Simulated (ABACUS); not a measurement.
# Ag (Fm-3m) in ABACUS: equation of state

Aim: energy against volume of Ag in PBEsol, for its equilibrium volume and stiffness.

Everything below comes from runs of ABACUS 3.10.1. Logs are shortened: lines on timing, memory, paths and dates and some standing lists are left out, and cuts for length are marked.

## Step 1: The structure

It takes space group Fm-3m (No. 225, cubic). Conventional cell: a = 4.085 Å, b = 4.085 Å, c = 4.085 Å, α = 90.00°, β = 90.00°, γ = 90.00°. Around Ag (site symmetry m-3m) lie 12 Ag at 2.89 Å.

## Step 2: Equation of state, PBEsol, 16.03 Å³/atom (volume scaled by 0.94)

INPUT

```
INPUT_PARAMETERS
suffix              Ag
calculation         scf
basis_type          pw
pseudo_dir          ./
symmetry            1
dft_functional      pbesol
ecutwfc             82
pseudo_rcut         7
nspin               1
nbands              14
ks_solver           dav
smearing_method     fd
smearing_sigma      0.00367493
scf_thr             1e-08
scf_nmax            100
mixing_type         broyden
mixing_beta         0.7
cal_force           1
cal_stress          1
kpar                4
```

STRU

```
ATOMIC_SPECIES
Ag 107.8682 Ag.upf

LATTICE_CONSTANT
1.8897261246

LATTICE_VECTORS
0.0000000000 2.0010495236 2.0010495236
2.0010495236 0.0000000000 2.0010495236
2.0010495236 2.0010495236 0.0000000000

ATOMIC_POSITIONS
Direct

Ag
0.0
1
0.0000000000 0.0000000000 0.0000000000 1 1 1
```

KPT

```
K_POINTS
0
Gamma
11 11 11 0 0 0
```

Potentials or basis: PseudoDojo NC SR 0.4.1 PBEsol standard, plane waves.

Started as:

```console
OMP_NUM_THREADS=1 mpirun -np 4 abacus > log
```

running log:

```text
ABACUS v3.10.1

               Atomic-orbital Based Ab-initio Computation at UStc

 ------------------------------------------------------------------------------------

 READING GENERAL INFORMATION
                           global_out_dir = OUT.Ag/
                           global_in_card = INPUT
                               pseudo_dir = ./
                              orbital_dir =
                                    DSIZE = 4
                                    GSIZE = 1

 READING UNITCELL INFORMATION
                                    ntype = 1
                  lattice constant (Bohr) = 1.88973
              lattice constant (Angstrom) = 1

 READING ATOM TYPE 1
                               atom label = Ag
                      L=0, number of zeta = 1
                      L=1, number of zeta = 1
                      L=2, number of zeta = 1
             number of atom for this type = 1

                        TOTAL ATOM NUMBER = 1
DIRECT COORDINATES
    atom                   x                   y                   z     mag                  vx                  vy                  vz
taud_Ag1            0.0000000000        0.0000000000        0.0000000000  0.0000        0.0000000000        0.0000000000        0.0000000000

                          Volume (Bohr^3) = 108.143
                             Volume (A^3) = 16.0252

 Lattice vectors: (Cartesian coordinate: in unit of a_0)
                   +0            +2.00105            +2.00105
             +2.00105                  +0            +2.00105
             +2.00105            +2.00105                  +0
 Reciprocal vectors: (Cartesian coordinate: in unit of 2 pi/a_0)
            -0.249869           +0.249869           +0.249869
            +0.249869           -0.249869           +0.249869
            +0.249869           +0.249869           -0.249869
 The esolver type has been set to : ksdft_pw

                PAO radial cut off (Bohr) = 7

 Read in pseudopotential file is Ag.upf
                     pseudopotential type = NC
          exchange-correlation functional = PBESOL
                 nonlocal core correction = 1
                        valence electrons = 19
                                     lmax = 2
                           number of zeta = 4
                     number of projectors = 6
                           L of projector = 0
                           L of projector = 0
                           L of projector = 1
                           L of projector = 1
                           L of projector = 2
                           L of projector = 2
     initial pseudo atomic orbital number = 10

 SETUP THE ELECTRONS NUMBER
            electron number of element Ag = 19
      total electron number of element Ag = 19
            AUTOSET number of electrons:  = 19
                           occupied bands = 10
                                   NBANDS = 14
                                   NLOCAL = 9

%%%%%%%%%%%%%%%%%%%%%%%%%%%%%%%%%%%%%%%%%%%%%%%%%%%%%%%%%%%%%%%%%%%%%%%%%%%%%%%%%%%%%%%%%%%%%%%%%%%%%%%%%%
 Warning: the number of valence electrons in pseudopotential > 11 for Ag: [Kr] 4d10 5s1
 Pseudopotentials with additional electrons can yield (more) accurate outcomes, but may be less efficient.
 If you're confident that your chosen pseudopotential is appropriate, you can safely ignore this warning.
%%%%%%%%%%%%%%%%%%%%%%%%%%%%%%%%%%%%%%%%%%%%%%%%%%%%%%%%%%%%%%%%%%%%%%%%%%%%%%%%%%%%%%%%%%%%%%%%%%%%%%%%%%

 SETUP THE PLANE WAVE BASIS
 energy cutoff for charge/potential (unit:Ry) = 328
            fft grid for charge/potential = [ 32, 32, 32 ]
                        fft grid division = [ 1, 1, 1 ]
        big fft grid for charge/potential = [ 32, 32, 32 ]
                                     nbxx = 32768
                                     nrxx = 32768

 SETUP PLANE WAVES FOR CHARGE/POTENTIAL
                    number of plane waves = 10969
                         number of sticks = 649

 PARALLEL PW FOR CHARGE/POTENTIAL
     PROC   COLUMNS(POT)             PW
        1            649          10969
 --------------- sum -------------------
        1            649          10969
                            number of |g| = 161
                                  max |g| = 29.6564
                                  min |g| = 0

----------- Double Check Mixing Parameters Begin ------------
mixing_type: broyden
mixing_beta: 0.7
mixing_gg0: 1
mixing_gg0_min: 0.1
mixing_ndim: 8
----------- Double Check Mixing Parameters End ------------

 LATTICE VECTORS: (CARTESIAN COORDINATE: IN UNIT OF A0)
                   +0            +2.00105            +2.00105
             +2.00105                  +0            +2.00105
             +2.00105            +2.00105                  +0
                       right hand lattice = 1
[... 29 lines left out ...]
                             BRAVAIS TYPE = 2
                     BRAVAIS LATTICE NAME = 02. Cubic I (body-centered)
                                    ibrav = 2
                       right hand lattice = 1
(for k-lattice: )
                             BRAVAIS TYPE = 2
                     BRAVAIS LATTICE NAME = 02. Cubic I (body-centered)
                                    ibrav = 2
                       right hand lattice = 1
                        ROTATION MATRICES = 48
                               nkstot_ibz = 56
K-POINTS REDUCTION ACCORDING TO SYMMETRY
     IBZ    DIRECT_X    DIRECT_Y    DIRECT_Z  WEIGHT  ibz2bz
       1  0.00000000  0.00000000  0.00000000  0.0008       0
       2  0.09090909  0.09090909  0.09090909  0.0060       1
       3  0.18181818  0.18181818  0.18181818  0.0060       2
       4  0.27272727  0.27272727  0.27272727  0.0060       3
       5  0.36363636  0.36363636  0.36363636  0.0060       4
       6  0.45454545  0.45454545  0.45454545  0.0060       5
[... 22 lines left out ...]
      29 -0.36363636  0.36363636  0.36363636  0.0180      40
      30 -0.45454545  0.27272727  0.27272727  0.0090      41
[... 26 further k points ...]

                               nkstot now = 56
[... K-POINTS DIRECT COORDINATES: 56 rows ...]

           k-point number in this process = 14
       minimum distributed K point number = 14
[... stars of the k points ...]

[... K-POINTS CARTESIAN COORDINATES: 14 rows ...]

[... K-POINTS DIRECT COORDINATES: 14 rows ...]

 SETUP PLANE WAVES FOR WAVE FUNCTIONS
     energy cutoff for wavefunc (unit:Ry) = 82
              fft grid for wave functions = [ 32, 32, 32 ]
                    number of plane waves = 1989
                         number of sticks = 211

 PARALLEL PW FOR WAVE FUNCTIONS
     PROC   COLUMNS(POT)             PW
        1            211           1989
 --------------- sum -------------------
        1            211           1989

 SETUP NONLOCAL PSEUDOPOTENTIALS IN PLANE WAVE BASIS
 Ag non-local projectors:
 projector 1 L=0
 projector 2 L=0
 projector 3 L=1
 projector 4 L=1
 projector 5 L=2
 projector 6 L=2
      TOTAL NUMBER OF NONLOCAL PROJECTORS = 18

 Init Non-Local PseudoPotential table :
 Init Non-Local-Pseudopotential done.

                                     npwx = 1375

 Make real space PAO into reciprocal space.
       max mesh points in Pseudopotential = 701
     dq(describe PAO in reciprocal space) = 0.01
                                    max q = 1091

 number of pseudo atomic orbitals for Ag is 4
WARNING: norm of atomic wavefunction # 3 of atomic type Ag is 0.999966, renormalized
WARNING: norm of atomic wavefunction # 4 of atomic type Ag is 0.994543, renormalized

 -------------------------------------------
 SELF-CONSISTENT
 -------------------------------------------
                                 init_chg = atomic

 PW ALGORITHM --------------- ION=   1  ELEC=   1--------------------------------
 Notice: Threshold on eigenvalues was too large.
 hsover_error=0.19 > DRHO=0.0828609
 Origin diag ethr = 0.01
 New diag ethr = 0.00043611

 Density error is 0.0838904864705
                          Error Threshold = 0.000436110221935
----------------------------------------------------------
     Energy           Rydberg                 eV
----------------------------------------------------------
 E_KohnSham     -309.7637221319      -4214.5516546828
 E_Harris       -313.8350881548      -4269.9454312375
 E_Fermi        1.4185445167         19.3002882933
----------------------------------------------------------
[... 51 lines left out ...]
 Density error is 8.91076669173e-09
                          Error Threshold = 2.9709368024e-09
----------------------------------------------------------
     Energy           Rydberg                 eV
----------------------------------------------------------
 E_KohnSham     -309.7962834937      -4214.9946747377
 E_KS(sigma->0) -309.7962169544      -4214.9937694238
 E_Harris       -309.7957136067      -4214.9869210269
 E_band         -15.5430505403       -211.4740516498
 E_one_elec     -112.9859817462      -1537.2531458716
 E_Hartree      68.0824274854        926.3089474726
 E_xc           -46.0424819720       -626.4401048818
 E_Ewald        -218.8501141822      -2977.6085608290
 E_entropy(-TS) -0.0001330786        -0.0018106278
 E_descf        0.0000000000         0.0000000000
 E_exx          0.0000000000         0.0000000000
 E_Fermi        1.3867258776         18.8673734995
----------------------------------------------------------

 charge density convergence is achieved
 final etot is -4214.9946747 eV
 EFERMI = 18.8673735 eV

 STATE ENERGY(eV) AND OCCUPATIONS    NSPIN == 1
 1/14 kpoint (Cartesian) = 0.0000 0.0000 0.0000 (1363 pws)
       1       -73.3553     0.00150263
       2       -36.7437     0.00150263
       3       -36.7437     0.00150263
       4       -36.7437     0.00150263
       5        10.3854     0.00150263
       6        13.7061     0.00150263
       7        13.7061     0.00150263
       8        13.7061     0.00150263
       9        14.8791     0.00150263
      10        14.8791     0.00150263
      11        34.9863        0.00000
      12        38.8883        0.00000
      13        38.8883        0.00000
      14        38.8883        0.00000
[... 66 lines left out ...]
       1       -73.3321      0.0120210
       2       -36.9496      0.0120210
       3       -36.7746      0.0120210
       4       -36.7746      0.0120210
       5        11.9158      0.0120210
       6        13.6930      0.0120210
       7        13.6930      0.0120210
       8        15.7356      0.0120210
       9        15.7356      0.0120210
      10        17.6427      0.0120210
      11        23.1687    5.24078e-40
      12        34.2584        0.00000
      13        37.3583        0.00000
      14        37.3583        0.00000

[... levels at 8 further k points ...]

------------------------------------------------------------------------------------------
 TOTAL-FORCE (eV/Angstrom)
------------------------------------------------------------------------------------------
                       Ag1         0.0000000000         0.0000000000         0.0000000000
------------------------------------------------------------------------------------------

----------------------------------------------------------------
 TOTAL-STRESS (KBAR)
----------------------------------------------------------------
        47.1952383910        -0.0000000000        -0.0000000000
        -0.0000000000        47.1952383910         0.0000000000
        -0.0000000000         0.0000000000        47.1952383910
----------------------------------------------------------------
 TOTAL-PRESSURE: 47.195238 KBAR

 --------------------------------------------
 !FINAL_ETOT_IS -4214.9946747376607163 eV
 --------------------------------------------
```

Run time: 2 s. Hardware: 4 MPI ranks of AMD EPYC 9R45 (Zen 5), shared host; peak memory 0.24 GiB.

Results:

- Free energy: -4214.9947 eV
- Pressure: 4.7 GPa
- Band gap on the k mesh: none (metal or under the smearing width)

## Step 3: Equation of state, PBEsol, 16.37 Å³/atom (volume scaled by 0.96)

INPUT is that of step 2.

STRU

```
ATOMIC_SPECIES
Ag 107.8682 Ag.upf

LATTICE_CONSTANT
1.8897261246

LATTICE_VECTORS
0.0000000000 2.0151418859 2.0151418859
2.0151418859 0.0000000000 2.0151418859
2.0151418859 2.0151418859 0.0000000000

ATOMIC_POSITIONS
Direct

Ag
0.0
1
0.0000000000 0.0000000000 0.0000000000 1 1 1
```

KPT is that of step 2.

Potentials or basis: PseudoDojo NC SR 0.4.1 PBEsol standard, plane waves.

Started as:

```console
OMP_NUM_THREADS=1 mpirun -np 4 abacus > log
```

Wall time 2 s (4 MPI ranks of AMD EPYC 9R45 (Zen 5), shared host); peak memory 0.24 GiB.

Results (log left out):

```yaml
Free_energy: -4215.0017 eV
Pressure: 1.8 GPa
Band_gap_on_the_k_mesh: none (metal or under the smearing width)
```

## Step 4: Equation of state, PBEsol, 16.71 Å³/atom (volume scaled by 0.98)

INPUT is that of step 3.

STRU

```
ATOMIC_SPECIES
Ag 107.8682 Ag.upf

LATTICE_CONSTANT
1.8897261246

LATTICE_VECTORS
0.0000000000 2.0290398554 2.0290398554
2.0290398554 0.0000000000 2.0290398554
2.0290398554 2.0290398554 0.0000000000

ATOMIC_POSITIONS
Direct

Ag
0.0
1
0.0000000000 0.0000000000 0.0000000000 1 1 1
```

KPT is that of step 3.

Started as:

```console
OMP_NUM_THREADS=1 mpirun -np 4 abacus > log
```

Wall time 2.3 s (4 MPI ranks of AMD EPYC 9R45 (Zen 5), shared host); peak memory 0.28 GiB.

Results (log left out):

```
Free energy            : -4215.0029 eV
Pressure               : -0.9 GPa
Band gap on the k mesh : none (metal or under the smearing width)
```

## Step 5: Equation of state, PBEsol, 17.05 Å³/atom

INPUT is that of step 4.

STRU

```
ATOMIC_SPECIES
Ag 107.8682 Ag.upf

LATTICE_CONSTANT
1.8897261246

LATTICE_VECTORS
0.0000000000 2.0427500000 2.0427500000
2.0427500000 0.0000000000 2.0427500000
2.0427500000 2.0427500000 0.0000000000

ATOMIC_POSITIONS
Direct

Ag
0.0
1
0.0000000000 0.0000000000 0.0000000000 1 1 1
```

KPT is that of step 4.

Started as:

```console
OMP_NUM_THREADS=1 mpirun -np 4 abacus > log
```

It took 2.3 s on 4 MPI ranks of AMD EPYC 9R45 (Zen 5), shared host; peak memory 0.28 GiB.

Results (log left out):

* Free energy: -4214.9991 eV
* Pressure: -3.1 GPa
* Band gap on the k mesh: none (metal or under the smearing width)

## Step 6: Equation of state, PBEsol, 17.39 Å³/atom (volume scaled by 1.02)

INPUT is that of step 5.

STRU

```
ATOMIC_SPECIES
Ag 107.8682 Ag.upf

LATTICE_CONSTANT
1.8897261246

LATTICE_VECTORS
0.0000000000 2.0562785400 2.0562785400
2.0562785400 0.0000000000 2.0562785400
2.0562785400 2.0562785400 0.0000000000

ATOMIC_POSITIONS
Direct

Ag
0.0
1
0.0000000000 0.0000000000 0.0000000000 1 1 1
```

KPT is that of step 5.

Potentials or basis: PseudoDojo NC SR 0.4.1 PBEsol standard, plane waves.

Started as:

```console
OMP_NUM_THREADS=1 mpirun -np 4 abacus > log
```

Wall time 2.2 s (4 MPI ranks of AMD EPYC 9R45 (Zen 5), shared host); peak memory 0.28 GiB.

The run converged. Its results:

```
Free energy            : -4214.9908 eV
Pressure               : -5.0 GPa
Band gap on the k mesh : none (metal or under the smearing width)
```

## Step 7: Equation of state, PBEsol, 17.73 Å³/atom (volume scaled by 1.04)

INPUT is that of step 6.

STRU

```
ATOMIC_SPECIES
Ag 107.8682 Ag.upf

LATTICE_CONSTANT
1.8897261246

LATTICE_VECTORS
0.0000000000 2.0696313722 2.0696313722
2.0696313722 0.0000000000 2.0696313722
2.0696313722 2.0696313722 0.0000000000

ATOMIC_POSITIONS
Direct

Ag
0.0
1
0.0000000000 0.0000000000 0.0000000000 1 1 1
```

KPT is that of step 6.

Started as:

```console
OMP_NUM_THREADS=1 mpirun -np 4 abacus > log
```

Wall time 2.3 s (4 MPI ranks of AMD EPYC 9R45 (Zen 5), shared host); peak memory 0.28 GiB.

It converged, with:

| Item | Value |
| --- | --- |
| Free energy | -4214.9788 eV |
| Pressure | -6.7 GPa |
| Band gap on the k mesh | none (metal or under the smearing width) |

[end of part 1 of 2]
